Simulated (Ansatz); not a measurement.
**How LiF answers to pressure**

```
Li F
1.0
     0.00000    2.03405    2.03405
     2.03405    0.00000    2.03405
     2.03405    2.03405    0.00000
Li F
1 1
Cartesian
  0.0000 0.0000 0.0000
  2.0341 2.0341 2.0341
```

The structure comes from a relaxation in the same program, started in the rocksalt type, and has space group Fm-3m. Whether it is a known phase or the ground state wasn't checked.

Method: DFT, PBE, all-electron LAPW, scalar-relativistic in Ansatz 0.2.0.

Sampling and basis: a Γ-centred 14×14×14 k mesh, Fermi–Dirac smearing of 0.03 eV, basis error target 0.5 meV/atom, no spin polarisation.

The cell is scaled evenly with fractional coordinates held. Semilocal gaps are too small, but their slopes carry over better.

```csv
V/V(cell),P (GPa),gap on the k mesh (eV)
0.9500,3.71,9.260
0.9750,1.69,9.028
1.0000,-0.09,8.808
1.0250,-1.65,8.601
```

(1) From the rows at 0.9750 and 1.0250, what is the bulk modulus at the cell's volume?

(2) What are the gap's volume deformation potential and pressure coefficient?

(3) Predict the row at V/V(cell) = 1.0500. How far is a linear estimate of P off?

## Answers

(1) B = −ΔP/Δln V = −[(-1.65) − (1.69)]/0.05001 = 66.8 GPa.

(2) dEg/dln V = (8.601 − 9.028)/0.05001 = -8.54 eV, and dEg/dP = −(dEg/dln V)/B = 128 meV/GPa: pressure widens the gap.

(3) P = -3.03 GPa, gap 8.405 eV. The linear estimate P(cell) − B ln(V/V(cell)) = -3.35 GPa misses by 0.32 GPa, since the modulus falls on expansion.
